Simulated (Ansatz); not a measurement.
**AlN: strain energy, fitted**

AlN, P6_3mc, a = 3.107 Å, c = 4.979 Å. Ansatz: r2SCAN, PAW, 500 eV, Γ-centred 9×9×6 mesh on 4 atoms, Gaussian smearing 0.02 eV; no spin polarisation. Series: shear of c along a, cell held, atoms relaxed; x is the strain in per cent (engineering shear). y is the free energy over the unstrained cell, V0 = 10.403 Å³/atom. Symmetry makes y even in x.

```
x (%) y (meV/atom)
  0.0          0.00
  1.5          0.90
  3.0          3.60
  4.5          8.07
  6.0         14.31
  9.0             ?
```

Question: Fit y = c2 x² + c4 x⁴ to the other rows, turn c2 into a modulus, and predict the missing energy.

Answer: Least squares on the rows shown. y = 0.40021 x² − 7.5993×10⁻⁵ x⁴. In eV per unit strain² c2 is 4.002; this is the shear stiffness (E = ½ C V0 γ²): 2 × 4.002 × 160.2 / (10.403) = 123 GPa. At x = 9.0 the fit asked for gives 31.92 meV/atom. The run gave 31.89 meV/atom, so the fit is 0.03 meV/atom too high, a small miss on the scale of the series. The form still works here, 50 % of the fitted range beyond its end.